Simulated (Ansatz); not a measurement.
Runs of Ansatz 0.2.0 on CuI (Marshite). The structure is cubic, space group F-43m (No. 216). Conventional cell: a = 6.063 Å, b = 6.063 Å, c = 6.063 Å, α = 90.00°, β = 90.00°, γ = 90.00°. I (site symmetry -43m) has 4 Cu at 2.63 Å as nearest neighbours. Cu (site symmetry -43m) has 4 I at 2.63 Å as nearest neighbours. 

| task | level | potentials or basis | spin | cell | k mesh | cutoff (eV) | smearing | gap on the mesh (eV) | pressure (GPa) | relaxed volume (Å³/atom) |
| --- | --- | --- | --- | --- | --- | --- | --- | --- | --- | --- |
| single point | PBE | all-electron LAPW, scalar-relativistic | off | as given | 8 × 8 × 8 | 283 | gaussian 0.029 eV | 1.12 | 0.3 | - |
| relaxation of cell and atoms | PBEsol+D4 | all-electron LAPW, scalar-relativistic | off | relaxed | 8 × 8 × 8 | - | fermi-dirac 0.05 eV | 1.24 | 0.0 | (b) |
| relaxation of cell and atoms | PBEsol | all-electron LAPW, scalar-relativistic | off | relaxed | 8 × 8 × 8 | - | fermi-dirac 0.05 eV | 1.17 | 0.0 | 26.20 |
| single point | PBE | all-electron LAPW, scalar-relativistic | off | as given | 8 × 8 × 8 | 283 | gaussian 0.025 eV | 1.12 | 0.3 | - |
| single point | PBE | all-electron LAPW, scalar-relativistic | off | as given | 8 × 8 × 8 | 283 | gaussian 0.024 eV | 1.12 | 0.3 | - |
| band structure | LDA | all-electron LAPW, relativistic spinors | SOC, no magnetisation | as given | 6 × 6 × 6 | 283 | fermi-dirac 0.05 eV | (a) | -4.3 | - |

Alike in all rows: basis error allowed 0.001 eV/atom.

Task: Estimate the missing entries.

Result: (a) 0.77; (b) 25.56.

Caveats: spin-orbit coupling is left out, which moves the levels of the heavy elements (some runs).

A k mesh can miss the band edges, and rows without SOC leave out spin-orbit coupling on I.
